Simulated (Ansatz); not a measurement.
## SiO2: how the axes shrink under pressure

SiO2, P6_322, a = 5.036 Å, c = 8.565 Å. This isn't the usual stable structure of the compound. Ansatz: r2SCAN, PAW, 500 eV, Γ-centred 6×6×4 mesh on 12 atoms, Gaussian smearing 0.02 eV; no spin polarisation. Cell and atoms are relaxed at each pressure, and no other structure is tried, so the rows at high pressure may lie past a change of phase. y = 100 ln(c/c0) with c0 = 8.5651 Å, so nearly a change in per cent. The pressures are the targets, met within 0.05 GPa.

```tsv
P (GPa)	y	100 ln(a/a0)
-3.0	?	?
0.0	0.00	0.00
3.0	-0.27	-3.61
8.0	-0.82	-7.15
15.0	-1.78	-10.02
30.0	-3.90	-13.52
```

Task: Fit y = c1 P + c2 P² to the other rows, give the linear compressibility along c, and predict the missing y.

Result: Least squares on the rows shown. y = −0.1003 P − 0.001000 P². The linear compressibility along c is −c1/100 = 1.00 per TPa, against 9.78 along a from the same fit to the last column (its missing entry is 4.54): the crystal is softer along a at low pressure. The runs next to zero pressure give 1.05 and 13.41, so a parabola over the whole range misstates the start. With a term in P³ added, the coefficient of P becomes -0.07746, 23 % less, which shows how far this figure hangs on the form. At P = -3.0 the fit asked for gives 0.29. The run gave 0.37, so the fit is 0.08 too low, 1.9 % of the span of the series, against an rms of 0.04 on the fitted rows. The row lies outside the fitted range. With a term in P³ added, a fit to the same known rows predicts 0.20, further off still.